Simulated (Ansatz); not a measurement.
Input of an Ansatz 0.2.0 run:

File input.yaml:

```yaml
crystal:
  lattice:
    - [0.0, 1.737572933, 1.737572933]
    - [1.737572933, 0.0, 1.737572933]
    - [1.737572933, 1.737572933, 0.0]
  atoms:
    - { symbol: Ni, position: [0.0, 0.0, 0.0], spin: 1.0 }
hamiltonian:
  xc: rpbe
  pseudopotentials: { kind: paw }
  dispersion: d4
magnetization:
  spin_polarized: true
kpoints:
  mp_grid: { grid: [13, 13, 13] }
scf:
  occupations: { method: fermi_dirac, width: 0.05 }
output:
  forces: true
  stress: true
  write_density: true
  write_potential: true
  elf: true
  volumetric_format: npy
relax:
  f_tol: 0.01
  max_steps: 40
  cell: { stress_tol: 0.05 }
```

Potentials or basis: Ansatz PAW.

Launch:

```console
$ ansatz run input.yaml --threads 2 --pin off --max-ram 5632MiB --backend cpu --events-out ev --progress --plain --runs-dir out
```

**Question.** Predict the space group after relaxing (to 0.05 Å).

**Answer.** Fm-3m (No. 225).

**Question.** What does it give for the absolute moment?

**Answer.** 0.72 μB per cell.

**Question.** What does it give for the site moments?

**Answer.** Ni +0.67 μB.

Final structure:
```
Ni
1.0
     0.00000    1.73846    1.73846
     1.73846    0.00000    1.73846
     1.73846    1.73846    0.00000
Ni
1
Direct
  0.00000 0.00000 0.00000
```
